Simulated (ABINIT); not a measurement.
# ZnO (zincite) (P6_3mc) in ABINIT: notebook, part 2 of 2

ABINIT 10.8.3 (patched build). Earlier steps stand in the parts before.

## (4) Band structure, PBE

Input file run.abi:

```
ndtset 2

pp_dirpath "./"
pseudos "Zn.upf, O.upf"

acell 3.249308 3.249308 5.205709 Angstrom
rprim
     1.0000000000     0.0000000000     0.0000000000
    -0.5000000000     0.8660254038     0.0000000000
     0.0000000000     0.0000000000     1.0000000000
ntypat 2
znucl 30 8
natom 4
typat 1 1 2 2
xred
     0.6666666667     0.3333333333     0.0000000000
     0.3333333333     0.6666666667     0.5000000000
     0.3333333333     0.6666666667     0.8790100000
     0.6666666667     0.3333333333     0.3790100000

ecut 42.0

ixc 11

occopt 3
tsmear 0.00183747

nstep 100

iomode 3
prtwf 0
prteig 0
prtebands 0
enunit 1
prtden1 1
prtvha1 1
prtvclmb1 1
prtpot1 1
prtelf1 1

kptopt1 1
ngkpt1 9 9 5
nshiftk1 1
shiftk1 0.0 0.0 0.0
nband1 32
tolvrs1 1.0e-10

iscf2 -2
getden2 1
nband2 38
nbdbuf2 4
tolwfr2 1.0e-11
kptopt2 -7
ndivsm2 5
prteig2 1
prtvol2 -3
kptbounds2
     0.0000000000     0.0000000000     0.0000000000
     0.5000000000     0.0000000000     0.0000000000
     0.3333333333     0.3333333333     0.0000000000
     0.0000000000     0.0000000000     0.0000000000
     0.0000000000     0.0000000000     0.5000000000
     0.5000000000     0.0000000000     0.5000000000
     0.3333333333     0.3333333333     0.5000000000
     0.0000000000     0.0000000000     0.5000000000
```

Potentials or basis: PseudoDojo NC SR PBE v0.5 standard.

Command:

```bash
abinit run.abi > log 2>&1
```

run.abo:

```text
.Version 10.8.3 of ABINIT
 DATASET    1 : space group P6_3 m c (#186); Bravais hP (primitive hexag.)
================================================================================
 Values of the parameters that define the memory need for DATASET  1.
     intxc =       0    ionmov =       0      iscf =       7    lmnmax =       6
     lnmax =       6     mgfft =      60  mpssoang =       3    mqgrid =    3001
     natom =       4  nloc_mem =       1    nspden =       1   nspinor =       1
    nsppol =       1      nsym =      12    n1xccc =    2501    ntypat =       2
    occopt =       3   xclevel =       2
       mpw =        4221          nfft =       77760          nkpt =          36
================================================================================
================================================================================

 DATASET    2 : space group P6_3 m c (#186); Bravais hP (primitive hexag.)
================================================================================
 Values of the parameters that define the memory need for DATASET  2.
[... 1430 lines left out ...]

 -outvars: echo values of variables after computation  --------
            acell      6.1403022187E+00  6.1403022187E+00  9.8373643012E+00 Bohr
           etotal1    -4.5121040658E+02
            fcart1    -0.0000000000E+00 -4.6585051937E-27 -1.3758350877E-03
                      -0.0000000000E+00  1.8228933367E-27 -1.3758350877E-03
                      -0.0000000000E+00  1.8228933367E-27  1.3758350877E-03
                      -0.0000000000E+00  1.0127185204E-27  1.3758350877E-03
            rprim      1.0000000000E+00  0.0000000000E+00  0.0000000000E+00
                      -5.0000000000E-01  8.6602540380E-01  0.0000000000E+00
                       0.0000000000E+00  0.0000000000E+00  1.0000000000E+00
           strten1    -1.2954729384E-04 -1.2954729503E-04 -1.8581647692E-04
                       0.0000000000E+00  0.0000000000E+00  0.0000000000E+00
           xangst      1.6246540000E+00  9.3799442426E-01  0.0000000000E+00
                       6.5619490340E-17  1.8759888485E+00  2.6028545000E+00
                       6.5619490340E-17  1.8759888485E+00  4.5758702681E+00
                       1.6246540000E+00  9.3799442426E-01  1.9730157681E+00
             xred      6.6666666667E-01  3.3333333333E-01  0.0000000000E+00
                       3.3333333333E-01  6.6666666667E-01  5.0000000000E-01
                       3.3333333333E-01  6.6666666667E-01  8.7901000000E-01
                       6.6666666667E-01  3.3333333333E-01  3.7901000000E-01
 Calculation completed.
```

It took 3.8 min on 1 thread of Intel Xeon 6975P-C (Granite Rapids), shared host; peak memory 0.2 GiB.

Results:

```
Free energy                                           : -12278.0607 eV
Pressure                                              : 4.4 GPa
Largest force                                         : 0.071 eV/Å
Band gap on the k mesh                                : 0.87 eV, direct
Band gap along the path                               : 0.87 eV, direct
Valence electrons inside the program's atomic spheres : Zn 18.17; O 6.25
```

Forces on the atoms (eV/Å):
```
Zn   0.000  0.000 -0.071
Zn   0.000  0.000 -0.071
O    0.000  0.000  0.071
O    0.000  0.000  0.071
```

Stress tensor (GPa, compression positive):
```
3.81 0.00 0.00
0.00 3.81 0.00
0.00 0.00 5.47
```

Levels at the corners of the path, in eV from the valence-band top:
```
point  band 22  band 23  band 24  band 25  band 26  band 27  band 28  band 29  band 30  band 31
    Γ    -0.80    -0.80    -0.07     0.00     0.00     0.87     5.29     8.30    12.93    12.93
    M    -3.51    -2.81    -2.26    -1.27    -0.82     5.84     6.92     7.68     8.54    10.70
    K    -3.52    -3.52    -1.90    -1.90    -1.69     7.74     7.74     7.75     8.18    10.88
    Γ    -0.80    -0.80    -0.07     0.00     0.00     0.87     5.29     8.30    12.93    12.93
    A    -2.22    -0.40    -0.40    -0.40    -0.40     3.53     3.53    10.19    10.19    13.21
    L    -3.76    -1.49    -1.49    -1.34    -1.34     5.79     5.79     8.47     8.47    11.39
    H    -3.71    -2.67    -2.67    -1.21    -1.21     8.05     8.05     8.10     8.10     8.87
    A    -2.22    -0.40    -0.40    -0.40    -0.40     3.53     3.53    10.19    10.19    13.21
```

## (5) Band structure, PBE

run.abi: that of step 4 with these lines changed.

```diff
@@ -20,3 +20,3 @@
 
-ecut 42.0
+ecut 46.0
```

Potentials or basis: PseudoDojo NC SR PBE v0.5 stringent.

Command:

```bash
abinit run.abi > log 2>&1
```

Run time: 4.7 min. Hardware: 1 thread of Intel Xeon 6975P-C (Granite Rapids), shared host; peak memory 0.22 GiB.

It converged, with:

```yaml
Free_energy: -12280.4366 eV
Pressure: 4.5 GPa
Largest_force: 0.070 eV/Å
Band_gap_on_the_k_mesh: 0.87 eV, direct
Band_gap_along_the_path: 0.87 eV, direct
Valence_electrons_inside_the_program's_atomic_spheres: Zn 18.16; O 6.25
```

Forces in eV/Å, atoms in the order of the input:
```
Zn   0.000  0.000 -0.070
Zn   0.000  0.000 -0.070
O    0.000  0.000  0.070
O    0.000  0.000  0.070
```

Stress tensor (GPa, compression positive):
```
3.92 0.00 0.00
0.00 3.92 0.00
0.00 0.00 5.58
```

Levels at the corners of the path, in eV from the valence-band top:
| point | band 22 | band 23 | band 24 | band 25 | band 26 | band 27 | band 28 | band 29 | band 30 | band 31 |
| --- | --- | --- | --- | --- | --- | --- | --- | --- | --- | --- |
| Γ | -0.80 | -0.80 | -0.07 | 0.00 | 0.00 | 0.87 | 5.29 | 8.30 | 12.93 | 12.93 |
| M | -3.51 | -2.81 | -2.26 | -1.27 | -0.82 | 5.84 | 6.92 | 7.68 | 8.54 | 10.70 |
| K | -3.52 | -3.52 | -1.90 | -1.90 | -1.69 | 7.74 | 7.74 | 7.75 | 8.18 | 10.88 |
| Γ | -0.80 | -0.80 | -0.07 | 0.00 | 0.00 | 0.87 | 5.29 | 8.30 | 12.93 | 12.93 |
| A | -2.23 | -0.40 | -0.40 | -0.40 | -0.40 | 3.52 | 3.52 | 10.18 | 10.18 | 13.21 |
| L | -3.77 | -1.49 | -1.49 | -1.34 | -1.34 | 5.79 | 5.79 | 8.47 | 8.47 | 11.38 |
| H | -3.71 | -2.67 | -2.67 | -1.21 | -1.21 | 8.05 | 8.05 | 8.09 | 8.09 | 8.87 |
| A | -2.23 | -0.40 | -0.40 | -0.40 | -0.40 | 3.52 | 3.52 | 10.18 | 10.18 | 13.21 |

## (6) Band structure, PBE

run.abi: that of step 5 with these lines changed.

```diff
@@ -3,3 +3,3 @@
 pp_dirpath "./"
-pseudos "Zn.upf, O.upf"
+pseudos "Zn_ONCV_PBE-1.2.upf, O_ONCV_PBE-1.2.upf"
 
@@ -20,3 +20,3 @@
 
-ecut 46.0
+ecut 42.0
```

Potentials or basis: SG15 NC PBE v1.2.

Command:

```bash
abinit run.abi > log 2>&1
```

It took 3.6 min on 1 thread of Intel Xeon 6975P-C (Granite Rapids), shared host; peak memory 0.2 GiB.

It converged, with:

| Item | Value |
| --- | --- |
| Free energy | -11764.7443 eV |
| Pressure | 4.6 GPa |
| Largest force | 0.053 eV/Å |
| Band gap on the k mesh | 0.87 eV, direct |
| Band gap along the path | 0.87 eV, direct |
| Valence electrons inside the program's atomic spheres | Zn 18.17; O 6.25 |

Forces on the atoms (eV/Å):
```
Zn   0.000  0.000 -0.053
Zn   0.000  0.000 -0.053
O    0.000  0.000  0.053
O    0.000  0.000  0.053
```

Stress tensor (GPa, compression positive):
```
4.05 0.00 0.00
0.00 4.05 0.00
0.00 0.00 5.72
```

Levels at the corners of the path, in eV from the valence-band top:
| point | band 23 | band 24 | band 25 | band 26 | band 27 | band 28 | band 29 | band 30 |
| --- | --- | --- | --- | --- | --- | --- | --- | --- |
| Γ | -0.80 | -0.07 | 0.00 | 0.00 | 0.87 | 5.29 | 8.31 | 12.94 |
| M | -2.82 | -2.26 | -1.27 | -0.82 | 5.84 | 6.92 | 7.68 | 8.55 |
| K | -3.53 | -1.91 | -1.91 | -1.69 | 7.75 | 7.75 | 7.75 | 8.18 |
| Γ | -0.80 | -0.07 | 0.00 | 0.00 | 0.87 | 5.29 | 8.31 | 12.94 |
| A | -0.40 | -0.40 | -0.40 | -0.40 | 3.53 | 3.53 | 10.19 | 10.19 |
| L | -1.49 | -1.49 | -1.34 | -1.34 | 5.79 | 5.79 | 8.47 | 8.47 |
| H | -2.67 | -2.67 | -1.21 | -1.21 | 8.06 | 8.06 | 8.09 | 8.09 |
| A | -0.40 | -0.40 | -0.40 | -0.40 | 3.53 | 3.53 | 10.19 | 10.19 |

## (7) Overview

| potentials or basis | cutoff (eV) | gap on the mesh (eV) | pressure (GPa) | largest force (eV/Å) |
| --- | --- | --- | --- | --- |
| PseudoDojo NC SR PBE v0.4.1 standard | 1143 | 0.87 | 4.4 | 0.07 |
| PseudoDojo NC SR PBE v0.4 stringent | 1252 | 0.87 | 4.5 | 0.07 |
| PseudoDojo NC SR PBE v0.5 standard | 1143 | 0.87 | 4.4 | 0.07 |
| PseudoDojo NC SR PBE v0.5 stringent | 1252 | 0.87 | 4.5 | 0.07 |
| SG15 NC PBE v1.2 | 1143 | 0.87 | 4.6 | 0.05 |

Alike in all rows: task band structure; level PBE; no spin polarisation; cell as given; k mesh 9 × 9 × 5; smearing fermi-dirac 0.05 eV.

Absolute energies hang on the potentials; compare differences alone.

## (8) How close it comes

Step 2. Against the measured gap of ZnO, 3.37 eV (quoted in “Electronic structure of alkaline earth and post-transition metal oxides”, 2009, arxiv:0908.1581), the calculated 0.87 eV is off by -2.50 eV. So large a miss can be the level of theory's own, or it may mean another phase, state or a wrong row. The value is that of PBE, without temperature or zero-point motion. Semilocal functionals fall short of measured gaps as a rule.

Step 3. Against the measured gap of ZnO, 3.37 eV (quoted in “Electronic structure of alkaline earth and post-transition metal oxides”, 2009, arxiv:0908.1581), the calculated 0.87 eV is off by -2.50 eV. So large a miss can be the level of theory's own, or it may mean another phase, state or a wrong row. The value is that of PBE, without temperature or zero-point motion. Semilocal functionals fall short of measured gaps as a rule.

Step 4. Against the measured gap of ZnO, 3.37 eV (quoted in “Electronic structure of alkaline earth and post-transition metal oxides”, 2009, arxiv:0908.1581), the calculated 0.87 eV is off by -2.50 eV. So large a miss can be the level of theory's own, or it may mean another phase, state or a wrong row. The value is that of PBE, without temperature or zero-point motion. Semilocal functionals fall short of measured gaps as a rule.

Step 5. Measured gap of ZnO: 3.37 eV (quoted in “Electronic structure of alkaline earth and post-transition metal oxides”, 2009, arxiv:0908.1581). This calculation gives 0.87 eV (-2.50 eV). So large a miss can be the level of theory's own, or it may mean another phase, state or a wrong row. The value is that of PBE, without temperature or zero-point motion. Semilocal functionals fall short of measured gaps as a rule.

Step 6. Measured gap of ZnO: 3.37 eV (quoted in “Electronic structure of alkaline earth and post-transition metal oxides”, 2009, arxiv:0908.1581). This calculation gives 0.87 eV (-2.50 eV). So large a miss can be the level of theory's own, or it may mean another phase, state or a wrong row. The value is that of PBE, without temperature or zero-point motion. Semilocal functionals fall short of measured gaps as a rule.
